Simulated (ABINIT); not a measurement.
Runs of ABINIT 10.8.3 (patched build) on AlNi3. Symmetry: Pm-3m, No. 221, cubic system. Conventional cell: a = 3.523 Å, b = 3.523 Å, c = 3.523 Å, α = 90.00°, β = 90.00°, γ = 90.00°. Ni (site symmetry 4/mmm) has 8 Ni at 2.49 Å and 4 Al at 2.49 Å as nearest neighbours. Al (site symmetry m-3m) has 12 Ni at 2.49 Å as nearest neighbours. The cell is a database's computed one.

```csv
level,potentials or basis,k mesh,cutoff (eV),fine-grid cutoff,mesh quality,gap on the mesh (eV),pressure (GPa),moment (μB)
PBE,JTH PAW PBE v2.0,3 × 3 × 3,1116,1714.32 eV,coarse,none,(b),0.38
PBE,JTH PAW PBE v2.0,5 × 5 × 5,1116,1714.32 eV,not flagged,none,7.6,(c)
PBEsol,JTH PAW PBE v2.0,3 × 3 × 3,1116,1714.32 eV,coarse,none,1.2,0.35
LDA,JTH PAW LDA v2.0,5 × 5 × 5,816,1414.99 eV,not flagged,none,-,(a)
LDA,JTH PAW LDA v2.0,3 × 3 × 3,816,1414.99 eV,coarse,none,-,0.18
```

Alike in all rows: task single point; spin collinear, ferromagnetic start; cell as given; smearing fermi-dirac 0.05 eV.

Problem. Estimate the missing entries.

Solution. (a) 0.08; (b) 8.8; (c) 0.54.

Caveats: some runs use coarse meshes; small starting moments can end in a higher magnetic state in this program; the PAW data sets were made with another functional, which shifts forces and pressure a little (some runs).

A gap of «none» marks a metal or a gap under the smearing width.
